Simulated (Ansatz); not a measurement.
An Ansatz input:

```yaml
crystal:
  lattice:
    - [14.0, 0.0, 0.0]
    - [0.0, 14.4, 0.0]
    - [0.0, 0.0, 14.8]
  atoms:
    - { symbol: Hg, position: [0.5, 0.5, 0.5], spin: 2.0 }
  symmetry: { detect: false, time_reversal: true }
hamiltonian:
  xc: rpbe
  pseudopotentials:
    kind: paw
    azcp:
      Hg: "pseudopotentials/Hg.paw.azcp"
basis:
  ecutwfc: 420
  fft_grid_basis: typed
kpoints:
  mp_grid: { grid: [1, 1, 1], shift: [0, 0, 0] }
magnetization:
  spin_polarized: true
scf:
  occupations: { method: fermi_dirac, width: 0.01 }
```

Output

```
Engine: ansatz 0.2.0, aarch64-unknown-linux-gnu
Pseudopotentials: kind: paw
Pseudopotential: Hg, paw, valence charge 20, recommended cutoff 420 eV (normal) 
Functional definition: RPBE
  parameter kappa = 0.804
  parameter beta = 0.06672455060314922
  exchange = rpbe_x(kappa = kappa, mu = beta*pi^2/3)
  correlation = pbe_c(beta = beta)
Crystal: 1 atoms, lattice volume = 2983.680 Å³
Basis set: ecut = 420 eV, 58327 PW (Γ)
Bands: 15, of which v1, the nominal top of the filled ones, is band 10 counted from 1 (9 counted from 0)
Symmetry: 1 space group operations
k-points: 1
Non-local potential: Hg, projectors of the file, l = 0: 3, l = 1: 2, l = 2: 2, l = 3: 1
PAW form: soft (Blöchl's): semilocal exchange-correlation on the pseudo side does not see the compensation charge
PAW frozen core: Hg, regenerated for the run's functional, and the local potential with it (the file was generated under x = pbe(κ = 0.804, μ = 0.2195149727645171), c = pbe(β = 0.06672455060314922))
PAW one-centre angular grid: Hg, 590 points (default); XC on 64 Gauss nodes
Initial density: superposition of atomic densities (neutral atoms: chi_scale 0, normalization atom)
Starting moments: Σ|m| = 2 μB on 1 of 1 site
Initial wavefunctions: pseudopotential atomic-orbital guess
Functional: x = rpbe, c = pbe(β = 0.06672455060314922)
iter 1 solved again at ethr=2.27e-6 eV; its pass at ethr=3.10e-3 eV (dr2=4.54e-4 eV) is discarded
SCF iter   1: F=—  HF=-13827.740831 eV  |F-HF|=—  |Δ(HF+E_count)|=         —  Δρ=9.32e-3 (↑9.22e-3 ↓9.32e-3)  dr2=5.46e-4  dr2_m=2.35e0  M=0.000 μB ∫|m|=0.121 μB  β_m=0.30  ethr=2.27e-6  ⟨swp⟩=3.0  Hψ=293  notcnv=0
spin=Collinear: Resta preconditioning applied to the charge; magnetization (m = ρ↑ − ρ↓) channel mixes plain (no charge-response kernel on spin).
SCF iter   2: F=—  HF=-13828.014869 eV  |F-HF|=—  |Δ(HF+E_count)|=   2.74e-1  Δρ=6.61e-3 (↑6.57e-3 ↓6.61e-3)  dr2=1.31e-4  dr2_m=1.19e0  M=0.000 μB ∫|m|=0.088 μB  β_m=0.30  ethr=2.27e-6  ⟨swp⟩=5.5  Hψ=81  notcnv=0
SCF iter   3: F=—  HF=-13828.151935 eV  |F-HF|=—  |Δ(HF+E_count)|=   1.37e-1  Δρ=4.70e-3 (↑4.70e-3 ↓4.69e-3)  dr2=1.18e-5  dr2_m=6.02e-1  M=0.000 μB ∫|m|=0.065 μB  β_m=0.30  ethr=6.55e-7  ⟨swp⟩=6.5  Hψ=93  notcnv=0
SCF iter   4: F=—  HF=-13828.220619 eV  |F-HF|=—  |Δ(HF+E_count)|=   6.87e-2  Δρ=3.35e-3 (↑3.33e-3 ↓3.35e-3)  dr2=8.76e-6  dr2_m=3.05e-1  M=0.000 μB ∫|m|=0.048 μB  β_m=0.30  ethr=5.92e-8  ⟨swp⟩=3.0  Hψ=86  notcnv=0  defer=1
SCF iter   5: F=—  HF=-13828.255080 eV  |F-HF|=—  |Δ(HF+E_count)|=   3.45e-2  Δρ=2.38e-3 (↑2.38e-3 ↓2.38e-3)  dr2=1.82e-6  dr2_m=1.55e-1  M=0.000 μB ∫|m|=0.035 μB  β_m=0.30  ethr=4.38e-8  ⟨swp⟩=3.0  Hψ=80  notcnv=0  defer=2
SCF iter   6: F=—  HF=-13828.272402 eV  |F-HF|=—  |Δ(HF+E_count)|=   1.73e-2  Δρ=1.70e-3 (↑1.70e-3 ↓1.69e-3)  dr2=1.09e-6  dr2_m=7.86e-2  M=0.000 μB ∫|m|=0.026 μB  β_m=0.30  ethr=9.08e-9  ⟨swp⟩=3.5  Hψ=69  notcnv=0  defer=2
Mixer restart at iter 6: flushing history
spin-set hold released at iteration 6 (site moments contracting): the magnetisation degrees of freedom join the quasi-Newton model from the next iteration; the mixer history was flushed
SCF iter   7: F=—  HF=-13828.281129 eV  |F-HF|=—  |Δ(HF+E_count)|=   8.73e-3  Δρ=1.21e-3 (↑1.21e-3 ↓1.21e-3)  dr2=3.24e-8  dr2_m=3.99e-2  M=0.000 μB ∫|m|=0.019 μB  β_m=0.65  ethr=5.00e-10  ⟨swp⟩=1.0  Hψ=106  notcnv=0
SCF iter   8: F=—  HF=-13828.290040 eV  |F-HF|=—  |Δ(HF+E_count)|=   8.91e-3  Δρ=1.29e-5 (↑1.29e-5 ↓8.67e-6)  dr2=1.88e-6  dr2_m=2.89e-6  M=0.000 μB ∫|m|=0.001 μB  β_m=0.72  ethr=1.62e-10  ⟨swp⟩=5.5  Hψ=103  notcnv=0
SCF iter   9: F=—  HF=-13828.290047 eV  |F-HF|=—  |Δ(HF+E_count)|=   7.23e-6  Δρ=6.15e-6 (↑2.99e-6 ↓6.15e-6)  dr2=1.09e-6  dr2_m=4.02e-7  M=0.000 μB ∫|m|=0.000 μB  β_m=0.68  ethr=1.62e-10  ⟨swp⟩=4.0  Hψ=90  notcnv=0  defer=2
SCF iter  10: F=—  HF=-13828.290048 eV  |F-HF|=—  |Δ(HF+E_count)|=   3.98e-7  Δρ=2.74e-6 (↑2.74e-6 ↓1.66e-6)  dr2=1.20e-7  dr2_m=1.14e-7  M=0.000 μB ∫|m|=0.000 μB  β_m=0.71  ethr=1.62e-10  ⟨swp⟩=3.0  Hψ=61  notcnv=0  defer=2
SCF iter  11: F=—  HF=-13828.290048 eV  |F-HF|=—  |Δ(HF+E_count)|=   2.49e-7  Δρ=6.75e-7 (↑6.75e-7 ↓4.25e-7)  dr2=7.02e-9  dr2_m=7.21e-9  M=0.000 μB ∫|m|=0.000 μB  β_m=0.85  ethr=1.62e-10  ⟨swp⟩=3.0  Hψ=65  notcnv=0
SCF iter  12: F=—  HF=-13828.290048 eV  |F-HF|=—  |Δ(HF+E_count)|=   1.72e-8  Δρ=1.06e-7 (↑1.06e-7 ↓5.66e-8)  dr2=2.01e-10  dr2_m=1.50e-10  M=0.000 μB ∫|m|=0.000 μB  β_m=0.77  ethr=3.51e-11  ⟨swp⟩=3.0  Hψ=65  notcnv=0
SCF iter  13: F=-13828.290048 eV  HF=-13828.290048 eV  |F-HF|=1.64e-11  |Δ(HF+E_count)|=  3.55e-10  Δρ=7.46e-9 (↑7.46e-9 ↓4.47e-9)  dr2=2.30e-12  dr2_m=6.91e-13  M=0.000 μB ∫|m|=0.000 μB  ethr=1.01e-12  ⟨swp⟩=3.0  Hψ=65  notcnv=0
SCF 1 converged in 13 iterations: F = -13828.290048 eV  dr2 = 2.30e-12
iteration 13: the least curvature of the free energy that was read at this close is 0.809 (0.809 in the run's own bands): not negative
WARN: the starting moments were not kept: the SCF closed with an absolute magnetisation of 4.7e-7 μB, where they sum to 2 μB in size (1 site). That is at most 0.1 of that sum. Measured as dr2_m measures the in/out step, that magnetisation stands 7.1e-14 eV from none, at or under the dr2_threshold of 1.0e-7 eV: it is no larger than a step whose dr2_m would equal this threshold. The system may hold no moment; this SCF shows only that its start led to no more than that. To try another start: raise the starting moments (crystal.atoms[].spin, magnetization.per_species, magnetization.initial_magnetization, or on a non-collinear deck that types none of these the spinor_matrix: blocks that start its atoms; where the total moment is fixed, keep their sum and leave initial_magnetization as it is; typed ones take the place of any that the run laid by itself, positive ones on a crystal's lanthanoids without a Hubbard term where scf.initial_density.shell_occupations: [] is typed) or, if the notice of its spin-set hold's release reads "site moments contracting" or "site moments show no strong build", lengthen the hold (scf.mixing.spin_hold: { on: { confirm: 4 } }; for m-r²SCAN on two components see the key's manual first). Each may lead to a state that holds a moment. A second SCF, from the converged charge density, with the starting moments and any scf.initial_density.shell_occupations laid on it anew, would have followed, and was not run: the deck does not ask for one (magnetization.retry_lost_moments is false, the default). To let it run, set magnetization.retry_lost_moments: true and run the deck again, where that key's refused combinations let it; where memory then withholds it, that run's warning says so.
SCF converged after 13 iterations
Magnetization: 0.0000 μB (10.0000 up, 10.0000 down)
Absolute magnetization: 0.0000 μB (∫|ρ↑−ρ↓|, with the PAW one-centre terms)
Spin contamination: 0.0000 ħ² per cell (⟨S²⟩ above its minimum at these occupations)
Per-site moments (μB) at R_I (Å): [(-2.4870760648182922e-11, 5.775)]
Free energy (F): -13828.290048 eV
Harris-Foulkes:  -13828.290048 eV  (|F-HF|=1.64e-11)
Internal energy: -13828.290048 eV  (E = F + TS)
E sigma→0 (E₀):  -13828.290048 eV
Fermi energy:    -3.727224 eV
--- Per-component energies (eV) ---
  E_band       = -742.490285
  E_kinetic    = 605.758874
  E_local      = -6801.838208  (includes V_loc(G=0)·N_el)
  E_nonlocal   = 72.333712
  E_hartree    = 3044.179557
  E_xc         = -220.456303
  E_vxc        = -261.122837  (∫ρ·V_xc dr)
  E_paw        = -9961.064916  (= ΣΔE_a)
  E_vpaw       = -445.981950  (= ΣTr[D̂ρ^β])
  E_aug_tail   = 0.000948  (compensation charges beyond the density's cutoff)
  E_ewald      = -567.146318
  E_core_change = -0.057394  (= ΣΔE_core)
  E_smearing   = -0.000000  (= −TS)
  E_closure    = 0.000000  (closes the sum)
  Σ components = -13828.290048   (vs F -13828.290048, Δ=0.00e0)
--- Band table (eV) ---
  k-point 0 ↑: bands = ["-117.7225", "-66.2127", "-66.2127", "-66.2127", "-9.6665", "-9.6665", "-9.6665", "-9.6665", "-9.6665", "-6.5523", "-0.8923", "-0.8912", "-0.8899", "-0.0297", "0.6904"]
  k-point 0 ↓: bands = ["-117.7225", "-66.2127", "-66.2127", "-66.2127", "-9.6665", "-9.6665", "-9.6665", "-9.6665", "-9.6665", "-6.5523", "-0.8923", "-0.8912", "-0.8899", "-0.0297", "0.6903"]
```

Launched by

```sh
ansatz run input.yaml --threads 4 --pin off --max-ram 8192MiB --backend cpu --events-out ev --progress --plain --runs-dir out
```

On 4 threads of Arm Neoverse V2 (shared host) this took about 5.5 s of wall time and 20 s of CPU time, with 1.6 GiB at the peak.
